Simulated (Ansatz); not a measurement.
Crystal: CoSi2.

```
CELL_PARAMETERS angstrom
0.00000 2.67800 2.67800
2.67800 0.00000 2.67800
2.67800 2.67800 0.00000
ATOMIC_POSITIONS crystal
Co 0.00000 0.00000 0.00000
Si 0.75000 0.75000 0.75000
Si 0.25000 0.25000 0.25000
```

Below is the output of Ansatz 0.2.0 for this cell. Logs are shortened: lines on timing, memory, paths and dates and some standing lists are left out, and cuts for length are marked.

```text
Warning: RAYON_NUM_THREADS=2 ignored (pool sized by the plan → 2); use --threads N
Engine: ansatz 0.2.0, x86_64-unknown-linux-gnu
Pseudopotentials: kind: paw
Pseudopotential: Co, paw, valence charge 17, recommended cutoff 420 eV (normal), Co.paw.azcp
Pseudopotential: Si, paw, valence charge 4, recommended cutoff 420 eV (normal), Si.paw.azcp
Functional definition: PBE
  parameter kappa = 0.804
  parameter beta = 0.06672455060314922
  exchange = pbe_x(kappa = kappa, mu = beta*pi^2/3)
  correlation = pbe_c(beta = beta)
Crystal: 3 atoms, lattice volume = 38.412 Å³
Basis set: ecut = 420 eV, 749 PW (Γ), exchange–correlation on 54×54×54 points (8 copies of the dense FFT grid, shifted against one another)
Bands: 18, of which v1, the nominal top of the filled ones, is band 13 counted from 1 (12 counted from 0)
Symmetry: 48 space group operations
Space group: Fm-3m (ITA 225), of the structure as read, at distance tolerance 3.4e-5 Å
Magnetic group: BNS 225.116 (UNI 1618), of the structure as read, at distance tolerance 3.4e-5 Å
k-points: 35 of 729
Non-local potential: Co, projectors of the file, l = 0: 3, l = 1: 2, l = 2: 3, l = 3: 1
Non-local potential: Si, projectors of the file, l = 0: 2, l = 1: 2, l = 2: 2
PAW form: soft (Blöchl's): semilocal exchange-correlation on the pseudo side does not see the compensation charge
PAW one-centre angular grid: Co, 590 points (default); XC on 64 Gauss nodes
PAW one-centre angular grid: Si, 110 points (default); XC on 64 Gauss nodes
[... 22 lines left out ...]
SCF converged after 11 iterations
Magnetization: -0.0000 μB (12.5000 up, 12.5000 down)
Absolute magnetization: 0.0000 μB (∫|ρ↑−ρ↓|, with the PAW one-centre terms)
Spin contamination: 0.0000 ħ² per cell (⟨S²⟩ above its minimum at these occupations)
Per-site moments (μB) at R_I (Å): [(-1.381225694270132e-7, 0.9566766129255746), (-5.067519088503558e-8, 0.9566766129255746), (-5.067519102872055e-8, 0.9566766129255748)]
Free energy (F): -6399.170210 eV
Harris-Foulkes:  -6399.170210 eV  (|F-HF|=6.45e-10)
Internal energy: -6399.169633 eV  (E = F + TS)
E sigma→0 (E₀):  -6399.169921 eV
Entropy (-TS):   -0.000576 eV (-0.192 meV/atom)
Fermi energy:    12.851572 eV
--- Per-component energies (eV) ---
  E_band       = -283.994578
  E_kinetic    = 547.569113
  E_local      = -4096.370712  (includes V_loc(G=0)·N_el)
  E_nonlocal   = 501.302638
  E_hartree    = 1782.410707
  E_xc         = -274.112546
  E_vxc        = -305.270206  (∫ρ·V_xc dr)
  E_paw        = -2541.482549  (= ΣΔE_a)
  E_vpaw       = -496.049209  (= ΣTr[D̂ρ^β])
  E_aug_tail   = 0.000153  (compensation charges beyond the density's cutoff)
  E_ewald      = -2318.486437
  E_smearing   = -0.000576  (= −TS)
  E_closure    = 0.000000  (closes the sum)
  Σ components = -6399.170210   (vs F -6399.170210, Δ=0.00e0)
--- Forces (eV/Å), atoms counted from 1 ---
  atom   1  Co    -0.00000000     0.00000000     0.00000000
  atom   2  Si    -0.00000000    -0.00000000    -0.00000000
  atom   3  Si    -0.00000000    -0.00000000     0.00000000
  max |Σ_I F_I| component: 2.78e-17 eV/Å
--- Stress (GPa, compression-positive) ---
        0.492752       0.000000      -0.000000
       -0.000000       0.492752       0.000000
        0.000000      -0.000000       0.492752
  P = ⅓ Tr σ = 0.4928 GPa (4.928 kbar)
--- Band table (eV; the first three rows and the last of 70) ---
  k-point 0 ↑: bands = ["-81.8565", "-45.1721", "-45.1721", "-45.1721", "-0.2555", "8.8039", "8.8039", "8.8039", "10.9878", "10.9878", "13.6397", "16.3095", "16.3095", "16.3095", "16.3246", "16.3246", "16.3246", "18.5435"]
  k-point 1 ↑: bands = ["-81.8564", "-45.1724", "-45.1722", "-45.1722", "-0.0679", "8.3467", "8.8700", "8.8700", "10.9336", "10.9336", "13.6598", "14.6213", "15.3230", "15.3230", "17.2763", "17.2763", "18.1289", "18.1289"]
  k-point 2 ↑: bands = ["-81.8565", "-45.1731", "-45.1723", "-45.1723", "0.4883", "7.2054", "9.0374", "9.0374", "10.8487", "10.8487", "12.3513", "14.3318", "14.3318", "14.9888", "16.9406", "16.9406", "17.6142", "19.1443"]
  k-point 34 ↓: bands = ["-81.8564", "-45.1739", "-45.1736", "-45.1730", "4.2083", "5.0177", "7.0329", "7.1754", "10.3872", "10.6460", "11.0515", "11.4903", "12.2222", "16.1066", "16.7761", "18.4968", "20.1632", "21.9352"]
```

Question: Write the input and the command behind it.

Answer: Single point with PBE, collinear spin, ferromagnetic start. The files as run (others can give the same):

input.yaml
```yaml
crystal:
  lattice:
    - [0.0, 2.678, 2.678]
    - [2.678, 0.0, 2.678]
    - [2.678, 2.678, 0.0]
  atoms:
    - { symbol: Co, position: [0.0, 0.0, 0.0], spin: 2.0 }
    - { symbol: Si, position: [0.75, 0.75, 0.75] }
    - { symbol: Si, position: [0.25, 0.25, 0.25] }
hamiltonian:
  xc: pbe
  pseudopotentials: { kind: paw }
magnetization:
  spin_polarized: true
kpoints:
  mp_grid: { grid: [9, 9, 9] }
scf:
  occupations: { method: gaussian, width: 0.026 }
output:
  forces: true
  stress: true
  eigenvalues: true
  write_density: true
  write_potential: true
  elf: true
  volumetric_format: npy
```

Potentials or basis: Ansatz PAW.
Run with:
```console
$ ansatz run input.yaml --threads 2 --pin off --max-ram 5632MiB --backend cpu --events-out ev --progress --plain --runs-dir out
```

Caveat: the starting moments collapsed, and a magnetic state may lie lower; the starting moments weren't kept.
